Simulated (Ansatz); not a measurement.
Wanted: the native input for an Ansatz 0.2.0 run.

```yaml
Task: single point
Functional: PBEsol
Potentials_or_basis: Ansatz PAW
Cutoff: "420 eV (not typed: the program's choice for these potentials)"
k_mesh: 12 × 12 × 6
Occupations: fermi-dirac, width 0.05 eV
Spin: collinear spin, ferromagnetic start
Starting_moments: "[2.0, 2.0] μB"
```

The system is V.

```xyz
2
Lattice="2.6043 0.0000 0.0000 -1.3021 2.2554 0.0000 0.0000 0.0000 4.7233" Properties=species:S:1:pos:R:3 pbc="T T T"
V     0.0000    1.5036    1.1808
V     1.3021    0.7518    3.5425
```

This isn't the form of V at room conditions, which is bcc.

The input as run:

input.yaml

```yaml
crystal:
  lattice:
    - [2.6042941027, 0.0, 0.0]
    - [-1.3021470513, 2.2553848518, 0.0]
    - [0.0, 0.0, 4.723336]
  atoms:
    - { symbol: V, position: [0.3333333333, 0.6666666667, 0.25], spin: 2.0 }
    - { symbol: V, position: [0.6666666667, 0.3333333333, 0.75], spin: 2.0 }
hamiltonian:
  xc: pbesol
  pseudopotentials: { kind: paw }
magnetization:
  spin_polarized: true
kpoints:
  mp_grid: { grid: [12, 12, 6] }
scf:
  occupations: { method: fermi_dirac, width: 0.05 }
output:
  forces: true
  stress: true
  eigenvalues: true
```

Potentials or basis: Ansatz PAW.

The run is started by

```bash
$ ansatz run input.yaml --threads 2 --pin off --max-ram 5632MiB --backend cpu --events-out ev --progress --plain --runs-dir out
```

Results of the run:

```json
{"Pressure": "-7.2 GPa", "Band gap on the k mesh": "none (metal or under the smearing width)", "Net moment": "0.00 μB per cell", "Absolute moment": "0.00 μB per cell"}
```

Caveat: the PAW data sets come from PBE, with cores solved anew for the run's functional, which leaves a small shift of forces and pressure; the starting moments weren't kept.

It took 3.1 s on 2 threads of Arm Neoverse V2, on a shared host, peak memory 0.36 GiB.
